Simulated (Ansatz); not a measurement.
## CsSnI3: band structure with PBEsol

Crystal: CsSnI3.

```
CELL_PARAMETERS angstrom
6.20570 0.00000 0.00000
0.00000 6.20570 0.00000
0.00000 0.00000 6.20570
ATOMIC_POSITIONS crystal
Cs 0.00000 0.00000 0.00000
I 0.50000 0.50000 0.00000
I 0.50000 0.00000 0.50000
I 0.00000 0.50000 0.50000
Sn 0.50000 0.50000 0.50000
```

| Item | Value |
| --- | --- |
| Program | Ansatz 0.2.0 |
| Task | band structure |
| Functional | PBEsol |
| Potentials or basis | Ansatz PAW |
| Cutoff | 420 eV (not typed: the program's choice for these potentials) |
| k mesh | 5 × 5 × 5 |
| Occupations | fermi-dirac, width 0.05 eV |
| Spin | no spin polarisation |
| Path | [["G", "X", "M", "G", "R", "X"], ["M", "R"]] |
| Points for each segment of the path | 14 |

```yaml
Pressure: -0.7 GPa
Band_gap_along_the_path: 0.27 eV, direct
```

Levels at the corners of the path, in eV from the valence-band top:
| point | band 34 | band 35 | band 36 | band 37 | band 38 | band 39 | band 40 | band 41 |
| --- | --- | --- | --- | --- | --- | --- | --- | --- |
| Γ | -2.34 | -2.18 | -2.18 | -2.18 | 2.06 | 3.04 | 3.04 | 3.37 |
| X | -2.51 | -2.31 | -2.31 | -1.58 | 1.06 | 3.64 | 3.80 | 4.16 |
| M | -2.66 | -2.55 | -1.75 | -0.78 | 0.74 | 0.74 | 3.94 | 4.15 |
| Γ | -2.34 | -2.18 | -2.18 | -2.18 | 2.06 | 3.04 | 3.04 | 3.37 |
| R | -1.74 | -1.74 | -1.74 | 0.00 | 0.27 | 0.27 | 0.27 | 2.91 |
| X | -2.51 | -2.31 | -2.31 | -1.58 | 1.06 | 3.64 | 3.80 | 4.16 |
| M | -2.66 | -2.55 | -1.75 | -0.78 | 0.74 | 0.74 | 3.94 | 4.15 |
| R | -1.74 | -1.74 | -1.74 | 0.00 | 0.27 | 0.27 | 0.27 | 2.91 |

It took 31 s on 2 threads of Arm Neoverse V2 (shared host), peak memory 0.81 GiB.

Caveat: spin-orbit coupling is left out, which moves the levels of the heavy elements; the cell was measured hot, at 500 K; the PAW data sets come from PBE, with cores solved anew for the run's functional, which leaves a small shift of forces and pressure.
